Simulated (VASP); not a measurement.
# Ga23N24 (a cell with a defect) in VASP: relaxation of the atoms with PBE

Aim: the relaxation of the atoms of Ga23N24 (a cell with a defect) with PBE.

Program: VASP 6.6.1. These are calculated values, not measurements. Logs are shortened: lines on timing, memory, paths and dates and some standing lists are left out, and cuts for length are marked.

### Step 1. The crystal as given

The cell holds a defect, 47 atoms: a = 8.302 Å, b = 8.302 Å, c = 8.302 Å, α = 84.34°, β = 84.34°, γ = 84.34°.

### Step 2. Relaxation of the atoms, PBE, collinear spin, ferromagnetic start

The input, INCAR:

```
PREC = Normal
ENCUT = 450
EDIFF = 1E-6
ISMEAR = 0
SIGMA = 0.01
LREAL = Auto
LASPH = T
NELM = 150
ALGO = Normal
ISIF = 2
LWAVE = F
LCHARG = F
ISPIN = 2
MAGMOM = 0 0 0 0 0 0 0 0 0 0 0 0 0 0 0 0 0 0 0 0 0 0 0 0 0 0 0 0 0 0 0 0 0 0.5 0 0.5 0.5 0 0 0.5 0 0 0 0 0 0 0
LORBIT = 11
GGA = PE
IBRION = 2
NSW = 70
EDIFFG = -0.025
AMIX = 0.2
BMIX = 1E-4
AMIX_MAG = 0.8
BMIX_MAG = 1E-4
ICORELEVEL = 1
NELECT = 420.0
ISYM = 0
LUSENCCL = F
```

The input, KPOINTS:

```
Automatic mesh
0
Monkhorst-Pack
  2 2 2
```

The input, POSCAR:

```
Ga23N24
1.0
   -3.2177240000     -5.5732640000      5.2440550000
    6.4354500000      0.0000000000      5.2440550000
   -3.2177260000      5.5732640000      5.2440550000
Ga N
23 24
Direct
    0.6663953300      0.3330618300      0.9997288300
    0.9997286700      0.6663951700      0.3330621700
    0.6663953300      0.8330618300      0.4997288300
    0.9997286700      0.1663951700      0.8330621700
    0.1663953300      0.3330618300      0.4997288300
    0.4997286700      0.6663951700      0.8330621700
    0.8330620000      0.9997285000      0.1663955000
    0.3330620000      0.4997285000      0.1663955000
    0.3330620000      0.9997285000      0.6663955000
    0.1663953300      0.8330618300      0.9997288300
    0.4997286700      0.1663951700      0.3330621700
    0.6663953300      0.4997288300      0.3330618300
    0.4997286700      0.3330621700      0.6663951700
    0.8330620000      0.6663955000      0.9997285000
    0.4997286700      0.8330621700      0.1663951700
    0.8330620000      0.1663955000      0.4997285000
    0.9997286700      0.3330621700      0.1663951700
    0.3330620000      0.6663955000      0.4997285000
    0.6663953300      0.9997288300      0.8330618300
    0.1663953300      0.4997288300      0.8330618300
    0.1663953300      0.9997288300      0.3330618300
    0.9997286700      0.8330621700      0.6663951700
    0.3330620000      0.1663955000      0.9997285000
    0.6252713300      0.2919378300      0.4586048300
    0.4586046700      0.1252711700      0.7919381700
    0.7919380000      0.4586045000      0.1252715000
    0.4586046700      0.6252711700      0.2919381700
    0.7919380000      0.9586045000      0.6252715000
    0.9586046700      0.1252711700      0.2919381700
    0.2919380000      0.4586045000      0.6252715000
    0.6252713300      0.7919378300      0.9586048300
    0.1252713300      0.2919378300      0.9586048300
    0.1252713300      0.7919378300      0.4586048300
    0.9596057900      0.6220589700      0.7860973400
    0.2919380000      0.9586045000      0.1252715000
    0.7968723100      0.6218919100      0.4671545400
    0.6291826200      0.4523581800      0.7839776100
    0.9586046700      0.7919381700      0.1252711700
    0.6252713300      0.9586048300      0.2919378300
    0.9669729800      0.3010734000      0.6118831100
    0.1252713300      0.4586048300      0.2919378300
    0.4586046700      0.7919381700      0.6252711700
    0.7919380000      0.1252715000      0.9586045000
    0.2919380000      0.6252715000      0.9586045000
    0.2919380000      0.1252715000      0.4586045000
    0.1252713300      0.9586048300      0.7919378300
    0.4586046700      0.2919381700      0.1252711700
```

Potentials or basis: VASP PAW PBE potentials, release 64 (Ga_d, N).

Started as:

```sh
cat potpaw_PBE.64/Ga_d/POTCAR potpaw_PBE.64/N/POTCAR > POTCAR
mpirun -np 1 vasp_std > vasp.out
```

OUTCAR:

```text
PREC = Normal
   ENCUT = 450
   EDIFF = 1E-6
   ISMEAR = 0
   LREAL = Auto
   LASPH = T
   NELM = 150
   ISIF = 2
   ISPIN = 2
   LORBIT = 11
   GGA = PE
   IBRION = 2
   NSW = 70
   EDIFFG = -0.025
   AMIX = 0.2
   AMIX_MAG = 0.8
   NELECT = 420.0
   ISYM = 0

 ion  position               nearest neighbor table
   1  0.666  0.333  1.000-  43 1.97  47 1.97  26 1.98  37 2.00
   2  1.000  0.666  0.333-  41 1.97  38 1.97  36 1.97  33 1.98
   3  0.666  0.833  0.500-  42 1.97  39 1.97  28 1.98  36 2.00
   4  1.000  0.166  0.833-  46 1.97  43 1.97  32 1.98  40 2.08
   5  0.166  0.333  0.500-  40 1.85  45 1.97  41 1.97  30 1.98
   6  0.500  0.666  0.833-  44 1.97  42 1.97  31 1.98  37 2.04
[... 27 lines left out ...]
  34  0.960  0.622  0.786-  20 1.96  22 1.97  14 2.02
  35  0.292  0.959  0.125-  15 1.97  21 1.97  23 1.97  10 1.98
  36  0.797  0.622  0.467-   2 1.97   3 2.00  12 2.03
  37  0.629  0.452  0.784-  13 1.92   1 2.00   6 2.04
  38  0.959  0.792  0.125-   7 1.97  10 1.97   2 1.97  14 1.98
  39  0.625  0.959  0.292-  11 1.97   7 1.97   3 1.97  15 1.98
  40  0.967  0.301  0.612-   5 1.85  16 2.00   4 2.08
  41  0.125  0.459  0.292-   2 1.97   8 1.97   5 1.97  17 1.98
  42  0.459  0.792  0.625-   9 1.97   3 1.97   6 1.97  18 1.98
  43  0.792  0.125  0.959-   1 1.97   4 1.97   7 1.97  19 1.98
  44  0.292  0.625  0.959-  10 1.97   6 1.97   8 1.97  20 1.98
  45  0.292  0.125  0.459-   5 1.97  11 1.97   9 1.97  21 1.98
  46  0.125  0.959  0.792-   4 1.97   9 1.97  10 1.97  22 1.98
  47  0.459  0.292  0.125-   8 1.97   1 1.97  11 1.97  23 1.98

IMPORTANT INFORMATION: All symmetrisations will be switched off!
NOSYMM: (Re-)initialisation of all symmetry stuff for point group C_1.

----------------------------------------------------------------------------------------

                                     Primitive cell

  volume of cell :     564.2571

  direct lattice vectors                    reciprocal lattice vectors
    -3.217724000 -5.573264000  5.244055000    -0.051796430 -0.089714044  0.063564042
     6.435450000  0.000000000  5.244055000     0.103592859  0.000000019  0.063564042
    -3.217726000  5.573264000  5.244055000    -0.051796430  0.089714025  0.063564042

  length of vectors
     8.301513850  8.301513690  8.301514625     0.121539571  0.121539574  0.121539557

  position of ions in fractional coordinates (direct lattice)
     0.666395330  0.333061830  0.999728830
     0.999728670  0.666395170  0.333062170
     0.666395330  0.833061830  0.499728830
     0.999728670  0.166395170  0.833062170
     0.166395330  0.333061830  0.499728830
     0.499728670  0.666395170  0.833062170
[... 39 lines left out ...]
     0.125271330  0.958604830  0.791937830
     0.458604670  0.291938170  0.125271170

  ion indices of the primitive-cell ions
   primitive index   ion index
                 1           1
                 2           2
                 3           3
                 4           4
                 5           5
                 6           6
[... 39 lines left out ...]
                46          46
                47          47

----------------------------------------------------------------------------------------

 KPOINTS: Automatic mesh

Automatic generation of k-mesh.
 Grid dimensions read from file:
 generate k-points for:    2    2    2

 Generating k-lattice:

  Cartesian coordinates                     Fractional coordinates (reciprocal lattice)
    -0.025898215 -0.044857022  0.031782021     0.500000000  0.000000000  0.000000000
     0.051796430  0.000000009  0.031782021     0.000000000  0.500000000  0.000000000
    -0.025898215  0.044857013  0.031782021     0.000000000  0.000000000  0.500000000

  Length of vectors
     0.060769785  0.060769787  0.060769779

  Shift w.r.t. Gamma in fractional coordinates (k-lattice)
     0.500000000  0.500000000  0.500000000

 Subroutine IBZKPT returns following result:
 ===========================================

 Found      4 irreducible k-points:

[... 28 lines left out ...]
   IBRION =      2    ionic relax: 0-MD 1-quasi-New 2-CG
   NFREE  =      1    steps in history (QN), initial steepest desc. (CG)
   ISIF   =      2    stress and relaxation
   ISYM   =      0    0-nonsym 1-usesym 2-fastsym
   POTIM  = 0.5000    time-step for ionic-motion
   TEBEG  =    0.0;   TEEND  =   0.0 temperature during run
   PSTRESS=    0.0 pullay stress
   NELECT =     420.0000    total number of electrons
   NUPDOWN=      -1.0000    fix difference up-down
   EMIN   =  10.00;   EMAX   =-10.00  energy-range for DOS
   EFERMI =   0.00;   METHOD = LEGACY
   ISMEAR =     0;   SIGMA  =   0.01  broadening in eV -4-tet -1-fermi 0-gaus
   EFERMI_NEDOS =   21; number of points for ismear=-14 and -15
   IALGO  =     38    algorithm
   IMIX   =      4    mixing-type and parameters
     AMIX     =   0.20;   BMIX     =  0.00
     AMIX_MAG =   0.80;   BMIX_MAG =  0.00
  volume/ion in A,a.u.               =      12.01        81.02
  Fermi-wavevector in a.u.,A,eV,Ry     =   1.483653  2.803697 29.949489  2.201225
  Thomas-Fermi vector in A             =   2.597287
   LORBIT       =     11    0 simple, 1 ext, 2 COOP (PROOUT), +10 PAW based schemes
   GGA     = PE    functional components
   LHFCALC =     F    Hartree Fock is set to
   AEXX    =    0.0000 exact exchange contribution
   IVDW    =     0    specifies the selected vdW correction
   LEPSILON=     F    determine dielectric tensor
   LRPA    =     F    only Hartree local field effects (RPA)
 conjugate gradient relaxation of ions
 spin polarized calculation
 Gauss-broadening in eV      SIGMA  =   0.01
  energy-cutoff  :      450.00
  volume of cell :      564.26
 maximum number of plane-waves:     12242
   NGX = 29   NGY = 29   NGZ = 29

--------------------------------------- Ionic step        1  -------------------------------------------

 number of electron     420.0000761 magnetization       2.0000007

 Free energy of the ion-electron system (eV)
  ---------------------------------------------------
  ext. energy  EPLUGINS =         0.00000000
  ---------------------------------------------------
  free energy    TOTEN  =      -275.94121553 eV

  energy without entropy =     -275.94121553  energy(sigma->0) =     -275.94121553

------------------------ aborting loop because EDIFF is reached ----------------------------------------

  FORCE on cell =-STRESS in cart. coord.  units (eV):
  Direction    XX          YY          ZZ          XY          YZ          ZX
  --------------------------------------------------------------------------------------
  -------------------------------------------------------------------------------------
  Total        2.4625058      6.4252586      4.9004331      0.6288854     -1.6448493      0.0623226
  in kB        6.9921514     18.2441722     13.9145131      1.7856858     -4.6704601      0.1769616
  external PRESSURE =      13.0502789 kB  Pullay stress =       0.0000000 kB
[... 224 lines left out ...]
  FREE ENERGIE OF THE ION-ELECTRON SYSTEM (eV)
  ---------------------------------------------------
  free  energy   TOTEN  =      -276.7750079451 eV

  energy  without entropy=     -276.7750079451  energy(sigma->0) =     -276.77500795

[... ionic steps 4 to 11 ...]

--------------------------------------- Ionic step       12  -------------------------------------------

 number of electron     420.0000644 magnetization       2.0000008

------------------------ aborting loop because EDIFF is reached ----------------------------------------
[... 157 lines left out ...]
--------------------------------------- Ionic step       14  -------------------------------------------

 number of electron     420.0000641 magnetization       2.0000009

 Free energy of the ion-electron system (eV)
  ---------------------------------------------------
  ext. energy  EPLUGINS =         0.00000000
  ---------------------------------------------------
  free energy    TOTEN  =      -277.08676560 eV

  energy without entropy =     -277.08676554  energy(sigma->0) =     -277.08676557

 the core state eigenenergies are
   1-  1s -10217.5989  2s  -1251.0109  2p  -1087.4663  3s   -137.3262  3p    -88.0726

   2-  1s -10217.6025  2s  -1251.0139  2p  -1087.4694  3s   -137.3267  3p    -88.0730

   3-  1s -10217.5982  2s  -1251.0101  2p  -1087.4655  3s   -137.3253  3p    -88.0717
[... 63 lines left out ...]
  46-  1s   -370.6171
  47-  1s   -370.6714

 E-fermi :   5.1644     XC(G=0): -11.3513

 val. band max:        5.1325127857   @ k =   0.2500   0.2500   0.2500
 cond. band min:       5.1977997314   @ k =   0.2500  -0.2500   0.2500
 fundamental gap:      0.0652869457
 Fermi energy:         5.1643998406

 spin component 1

 k-point     1 :       0.2500    0.2500    0.2500
  band No.  band energies     occupation
      1     -10.9429      1.00000
      2     -10.5640      1.00000
      3     -10.5419      1.00000
      4     -10.4995      1.00000
      5     -10.3680      1.00000
      6     -10.3621      1.00000
[... 889 lines left out ...]
    221       9.8558      0.00000
    222       9.9330      0.00000
 Fermi energy:         5.1643998406

 spin component 2

 k-point     1 :       0.2500    0.2500    0.2500
  band No.  band energies     occupation
      1     -10.9043      1.00000
      2     -10.5508      1.00000
      3     -10.5016      1.00000
      4     -10.4633      1.00000
      5     -10.3513      1.00000
      6     -10.3482      1.00000
[... 889 lines left out ...]
    221       9.9010      0.00000
    222       9.9668      0.00000
 [bands above 222 left out]

------------------------ aborting loop because EDIFF is reached ----------------------------------------

  FORCE on cell =-STRESS in cart. coord.  units (eV):
  Direction    XX          YY          ZZ          XY          YZ          ZX
  --------------------------------------------------------------------------------------
  -------------------------------------------------------------------------------------
  Total        9.4922947      9.5142003      9.5057758      0.0116335     -0.0059159      0.0219543
  in kB       26.9528545     27.0150544     26.9911335      0.0330326     -0.0167980      0.0623381
  external PRESSURE =      26.9863475 kB  Pullay stress =       0.0000000 kB
[... 62 lines left out ...]
  FREE ENERGIE OF THE ION-ELECTRON SYSTEM (eV)
  ---------------------------------------------------
  free  energy   TOTEN  =      -277.0867655986 eV

  energy  without entropy=     -277.0867655432  energy(sigma->0) =     -277.08676557

 reached required accuracy - stopping structural energy minimisation

 total charge

# of ion       s       p       d       tot
------------------------------------------
    1        0.789   0.888  10.172  11.849
    2        0.789   0.887  10.172  11.848
    3        0.789   0.888  10.172  11.849
    4        0.789   0.887  10.172  11.848
    5        0.789   0.888  10.173  11.850
    6        0.789   0.887  10.172  11.849
[... 39 lines left out ...]
   46        1.239   2.477   0.000   3.715
   47        1.234   2.485   0.000   3.720
--------------------------------------------------
tot         47.790  79.662 233.875 361.327

 magnetization (x)

# of ion       s       p       d       tot
------------------------------------------
    1       -0.003  -0.004   0.007   0.001
    2       -0.004  -0.004   0.008   0.001
    3       -0.003  -0.004   0.007   0.001
    4       -0.004  -0.004   0.008   0.001
    5       -0.003  -0.004   0.007   0.001
    6       -0.004  -0.004   0.008   0.001
[... 39 lines left out ...]
   46        0.001   0.049   0.000   0.050
   47        0.001   0.023   0.000   0.024
--------------------------------------------------
tot          0.005   1.318   0.099   1.422
```

Wall time 1.9 h (1 × NVIDIA H100 80GB with 1 thread of AMD EPYC 7R13 (Zen 3), shared host); peak memory 1.7 GiB.

What came out:

```yaml
Free_energy: -277.0868 eV
Energy_gained_by_relaxing: 24.4 meV/atom
Ionic_steps: 14
Largest_force_after_relaxing: 0.022 eV/Å
Net_moment: 2.00 μB per cell
Site_moments: Ga +0.00, +0.01, -0.00; N +0.02, +0.01, +0.00, +0.23, +0.29, +0.05 μB
Valence_electrons_inside_the_program's_atomic_spheres: Ga 11.85, 11.83, 11.81, 11.84, 11.82; N 3.72, 3.69, 3.67, 3.71
```

Forces in eV/Å, atoms in the order of the input:
```
Ga   0.009  0.005 -0.011
Ga  -0.001  0.002  0.006
Ga   0.004  0.001 -0.019
Ga  -0.001 -0.005  0.013
Ga  -0.005  0.001 -0.006
Ga   0.004  0.005  0.003
Ga   0.011  0.003  0.000
Ga  -0.001  0.009  0.005
Ga  -0.012 -0.009 -0.001
Ga  -0.002 -0.006 -0.005
Ga   0.003  0.000  0.009
Ga   0.007 -0.003 -0.007
Ga   0.008  0.001 -0.003
Ga   0.000 -0.009  0.005
Ga   0.001  0.010 -0.001
Ga   0.004  0.005  0.004
Ga   0.004  0.003  0.000
Ga  -0.006 -0.003 -0.001
Ga   0.000 -0.001  0.001
Ga  -0.015 -0.007  0.011
Ga  -0.001 -0.011  0.000
Ga  -0.005 -0.005  0.009
Ga  -0.007  0.001  0.003
N   -0.003 -0.002  0.011
N   -0.005 -0.018 -0.005
N    0.001 -0.005 -0.005
N   -0.008  0.006 -0.004
N   -0.003 -0.003 -0.003
N    0.009  0.011 -0.011
N   -0.005  0.007 -0.010
N   -0.001 -0.021  0.007
N    0.011  0.006  0.004
N   -0.005  0.014 -0.003
N    0.011  0.012  0.009
N   -0.001 -0.002 -0.007
N    0.010  0.005 -0.001
N   -0.012 -0.001  0.001
N    0.009  0.006 -0.005
N   -0.005 -0.008  0.014
N    0.003  0.000 -0.004
N    0.002  0.009 -0.009
N   -0.008  0.000  0.000
N    0.001 -0.003 -0.006
N   -0.002  0.003 -0.002
N   -0.003  0.008  0.014
N    0.004 -0.003 -0.008
N    0.002 -0.007  0.012
```

Step by step:
```tsv
step	energy change (eV)	largest force (eV/Å)	pressure (GPa)
1	0.0000	2.7820	1.31
2	-0.8198	0.8593	1.71
3	-0.8338	0.8399	1.61
4	-0.9976	0.4845	1.91
5	-1.0142	0.5177	2.08
6	-1.0979	0.2282	2.30
7	-1.1050	0.2427	2.40
8	-1.1342	0.1389	2.56
9	-1.1349	0.1503	2.59
10	-1.1430	0.0732	2.66
11	-1.1430	0.0696	2.66
12	-1.1450	0.0328	2.68
13	-1.1450	0.0363	2.69
14	-1.1456	0.0221	2.70
```

Final structure:
```
Ga N
1.0
    -3.21772   -5.57326    5.24406
     6.43545    0.00000    5.24406
    -3.21773    5.57326    5.24406
Ga N
23 24
Direct
  0.66836 0.33321 0.99800
  0.00021 0.66519 0.33556
  0.66714 0.83151 0.50095
  0.99889 0.16917 0.83262
  0.16550 0.33459 0.49943
  0.50292 0.66638 0.83152
  0.83302 0.99831 0.16664
  0.33424 0.49914 0.16463
  0.33204 0.00042 0.66546
  0.16518 0.83141 0.99782
  0.50039 0.16643 0.33283
  0.66807 0.49987 0.33465
  0.50186 0.33417 0.66632
  0.83376 0.66430 0.99803
  0.49978 0.83249 0.16648
  0.83378 0.16798 0.50043
  0.00019 0.33329 0.16570
  0.33324 0.66644 0.49953
  0.66687 0.99946 0.83268
  0.16530 0.50014 0.83054
  0.16623 0.00016 0.33235
  0.99801 0.83161 0.66648
  0.33379 0.16599 0.99883
  0.62562 0.29176 0.45825
  0.45871 0.12427 0.79102
  0.79212 0.45699 0.12520
  0.45809 0.62462 0.29144
  0.79075 0.95875 0.62476
  0.95850 0.12511 0.29044
  0.29258 0.45847 0.62323
  0.62568 0.79235 0.95916
  0.12655 0.29203 0.95859
  0.12618 0.79285 0.45839
  0.97082 0.63702 0.80342
  0.29179 0.95803 0.12443
  0.78877 0.63667 0.43971
  0.60681 0.45484 0.80324
  0.95915 0.79206 0.12654
  0.62428 0.95955 0.29149
  0.97081 0.27296 0.62098
  0.12656 0.45864 0.29058
  0.45811 0.79270 0.62490
  0.79232 0.12433 0.95895
  0.29393 0.62533 0.95845
  0.29348 0.12511 0.45664
  0.12589 0.96016 0.79174
  0.45888 0.29035 0.12598
```

Core levels (eV, on the scale of the bands):
| atom | levels |
| --- | --- |
| 1 Ga | 1s -10217.6, 2s -1251.0, 2p -1087.5, 3s -137.3, 3p -88.1 |
| 2 Ga | 1s -10217.6, 2s -1251.0, 2p -1087.5, 3s -137.3, 3p -88.1 |
| 3 Ga | 1s -10217.6, 2s -1251.0, 2p -1087.5, 3s -137.3, 3p -88.1 |
| 4 Ga | 1s -10217.6, 2s -1251.0, 2p -1087.5, 3s -137.3, 3p -88.1 |
| 5 Ga | 1s -10217.6, 2s -1251.0, 2p -1087.5, 3s -137.3, 3p -88.1 |
| 6 Ga | 1s -10217.6, 2s -1251.0, 2p -1087.5, 3s -137.3, 3p -88.1 |

Caveat: the cell is charged against a uniform background, so pressure and absolute levels hang on convention; the cutoff is under 1.25 times the usual one of these potentials, so pressure, stress and relaxed cells hold a basis-set (Pulay) error.
